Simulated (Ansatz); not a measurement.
**Is this AlFe result the lowest state?**

AlFe is taken as an unrelaxed test cell, picked because its SCF is hard, 8 atoms in the cell.

Theory: Ansatz development build ahead of 0.2.0, DFT, PBE, norm-conserving potentials, plane waves, scalar-relativistic.

```yaml
crystal:
  lattice:
    - [6.195199329, 0, 0]
    - [0, 6.195199329, 0]
    - [0, 0, 3.097599664]
  atoms:
    - { symbol: Fe, position: [0.00545098, -0.003411765, 0.024196078], spin: 4 }
    - { symbol: Al, position: [0.254196078, 0.252941176, 0.527882353] }
    - { symbol: Fe, position: [-0.008745098, 0.506784314, 0.028901961], spin: -4 }
    - { symbol: Al, position: [0.254901961, 0.753254902, 0.518705882] }
    - { symbol: Fe, position: [0.509215686, 0.004588235, 0.027568627], spin: -4 }
    - { symbol: Al, position: [0.745647059, 0.246352941, 0.529294118] }
    - { symbol: Fe, position: [0.495882353, 0.495568627, 0.013137255], spin: 4 }
    - { symbol: Al, position: [0.740392157, 0.750431373, 0.525843137] }
hamiltonian:
  xc: pbe
  pseudopotentials: { kind: nc }
kpoints:
  mp_grid: { grid: [1, 1, 1], shift: [0, 0, 0] }
magnetization:
  spin_polarized: true
scf:
  occupations: { method: fermi_dirac }
  mixing: { algorithm: broyden }
```

Settings in force: cutoff 1225 eV, smearing width 0.1 eV; Broyden mixing, default search for lower states.

The run converged after 49 iterations in all: ferrimagnetic, site moments Fe1 2.60, Fe3 -2.64, Fe5 -1.94, Fe7 2.37 μB, total 0.38 μB per cell.

One k-point is far from converged for this cell: the case tests the SCF and predicts nothing for the material.

Site moments are taken inside atomic spheres and don't add up to the total.

Problem. The run converged. Is this the lowest state of the cell, and if not, what lies lower and how is it reached?

Solution. No. A state 146 meV/atom (1.166 eV per cell) lower exists in this cell: ferromagnetic, site moments Fe1 2.61, Fe3 2.64, Fe5 2.45, Fe7 2.48 μB, total 10.00 μB per cell. It was reached from: standard search for lower states [Fe1 4.00, Fe3 -4.00, Fe5 -4.00, Fe7 4.00 μB]; full search for lower states [Fe1 4.00, Fe3 -4.00, Fe5 -4.00, Fe7 4.00 μB]. States within about 5 meV/atom are too close for this mesh, smearing and search to settle their order. Orders that need a larger cell or non-collinear spins weren't tried. Sign patterns typed on Fe1 Fe3 Fe5 Fe7: +--+; other orders that fit weren't typed. No run without spin polarisation was made.
